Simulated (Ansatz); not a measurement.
**InSe: experiment and calculation**

**What was measured.**

From “Indium selenide: an insight into electronic band structure and surface excitations”, 2017, pmc:5469805, for a bulk crystal of InSe: lattice constant a 4.005 ± 0.004 Å; lattice constant c 16.66 ± 0.004 Å.

How close the calculation comes is told below.

Level of theory: DFT PBEsol, scalar-relativistic, plane waves, PAW in Ansatz.

Cutoff 420 eV; k points 12×12×2 on the computed 8-atom cell (Γ-centred); Gaussian smearing, width 0.02 eV; no spin polarisation.

Relaxed structure, symmetry kept:

```cif
data_structure
_symmetry_space_group_name_H-M 'P6_3/mmc'
_symmetry_Int_Tables_number 194
_cell_length_a 4.0059
_cell_length_b 4.0059
_cell_length_c 17.0022
_cell_angle_alpha 90.000
_cell_angle_beta 90.000
_cell_angle_gamma 120.000
_cell_volume 236.28
loop_
_atom_site_label
_atom_site_type_symbol
_atom_site_symmetry_multiplicity
_atom_site_Wyckoff_symbol
_atom_site_fract_x
_atom_site_fract_y
_atom_site_fract_z
_atom_site_occupancy
In1 In 4 f 0.33333 0.66667 0.16835 1
Se1 Se 4 f 0.33333 0.66667 0.59313 1
```

```
Space group                                                                                                                                 : P6_3/mmc (No. 194)
Volume per atom                                                                                                                             : 29.53 Å³
Formation energy from the elements' standard states (uncorrected)                                                                           : -0.483 eV/atom
Kohn–Sham band gap                                                                                                                          : 0.43 eV, direct at Γ
Löwdin character of the top 1 eV of the valence band                                                                                        : Se 4p 68 %, In 5p 21 %, In 5s 7 %
Löwdin character of the lowest 1 eV of the conduction band                                                                                  : In 5p 32 %, Se 4p 31 %, In 5s 24 %, Se 4s 9 %, unprojected 4 %
Electron masses at the edge by Cartesian direction of the standard setting (m_e; degenerate bands sorted by energy; no spin-orbit coupling) : x: 0.11; y: 0.11; z: 0.053
Hole masses at the edge by Cartesian direction of the standard setting (m_e; degenerate bands sorted by energy; no spin-orbit coupling)     : x: 2.5; y: 2.5; z: 0.051
Bader charges (e)                                                                                                                           : In (4 in the cell) 0.67, Se (4 in the cell) -0.67
```

Each cell of InSe holds layers, and where no dispersion correction was added their binding is poorly described.

Against the measured lattice constant a of InSe, 4.005 Å (the paper above), the calculated 4.006 Å is off by 0.0 %. A measured lattice constant c of InSe is 16.66 Å (the paper above); the calculated 17.002 Å misses it by +2.1 %. The calculation is for 0 K without zero-point motion.